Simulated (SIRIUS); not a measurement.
NaI under changes of volume

One of the cells (33.899 Å³/atom); the others are scaled copies at fixed shape and fractional positions:

```xyz
2
Lattice="0.0000 3.2364 3.2364 3.2364 0.0000 3.2364 3.2364 3.2364 0.0000" Properties=species:S:1:pos:R:3 pbc="T T T"
I     3.2364    3.2364    3.2364
Na    0.0000    0.0000    0.0000
```

| Item | Value |
| --- | --- |
| Program | SIRIUS 7.12.0 |
| Functional | WC |
| Potentials or basis | all-electron FP-LAPW |
| Cutoff | 158 eV |
| Basis | apw+lo standard |
| k mesh | 7 × 7 × 7 |
| Occupations | fermi-dirac, width 0.05 eV |
| Spin | no spin polarisation |

| volume (Å³/atom) | energy over the lowest point (meV/atom) | gap on the mesh (eV) |
| --- | --- | --- |
| 31.865 | 2.20 | 3.68 |
| 32.543 | 0.12 | 3.62 |
| 33.221 | 0.00 | 3.57 |
| 33.899 | 1.06 | 3.52 |
| 34.577 | ? | ? |
| 35.255 | 6.85 | 3.42 |
| 35.933 | 11.22 | 3.38 |

Task: What does the run at 34.577 Å³/atom give?

Result: Energy over the lowest point 3.30 meV/atom; gap on the mesh 3.47 eV.

Worked out: A Birch-Murnaghan fit of order 3 (a polynomial in V^(-2/3)) to the other rows has its minimum at 33.01 Å³/atom with B0 = V·E''(V) = 17.4 GPa and B' = 6.5. It gives 3.45 meV/atom at 34.577 Å³/atom, against the run's 3.30. A straight line through the other rows of the gap, of slope -2.5 eV per unit of ln V (its deformation potential), gives 3.47 eV, against the run's 3.47.

Energies are extrapolated to zero smearing.

Caveats: spin-orbit coupling is left out, which moves the levels of the heavy elements.
